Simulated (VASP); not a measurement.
Input of a VASP 6.6.1 run:

The input INCAR:

```
SYSTEM = Cu
PREC = Accurate
ENCUT = 520
EDIFF = 1E-7
ISMEAR = 0
SIGMA = 0.1
LREAL = .FALSE.
LASPH = .TRUE.
NELM = 100
ALGO = Normal
ISIF = 2
LWAVE = .FALSE.
LCHARG = .FALSE.
GGA = PE
NBANDS = 30
```

The input KPOINTS:

```
regular mesh
0
G
  9 9 2
  0 0 0
```

The input POSCAR:

```
Cu
1.0
    2.5307640267      0.0000000000      0.0000000000
   -1.2653820134      2.1917059381      0.0000000000
    0.0000000000      0.0000000000      8.2618150800
Cu
4
Direct
    0.0000000000      0.0000000000      0.0000000000
    0.3333333300      0.6666666700      0.2500000000
    0.0000000000      0.0000000000      0.5000000000
    0.6666666700      0.3333333300      0.7500000000
```

Potentials or basis: VASP PAW PBE potentials, release 64 (Cu).

Run with:

```sh
$ cat potpaw_PBE.64/Cu/POTCAR > POTCAR
$ mpirun -np 1 vasp_std > vasp.out
```

(1) Estimate the band gap on the k mesh.

(2) Predict the pressure.

Answers

(1) none (metal or under the smearing width).

(2) 7.5 GPa.

Caveat: the k mesh is coarse (spacing up to 0.38 Å⁻¹), so the values aren't converged.
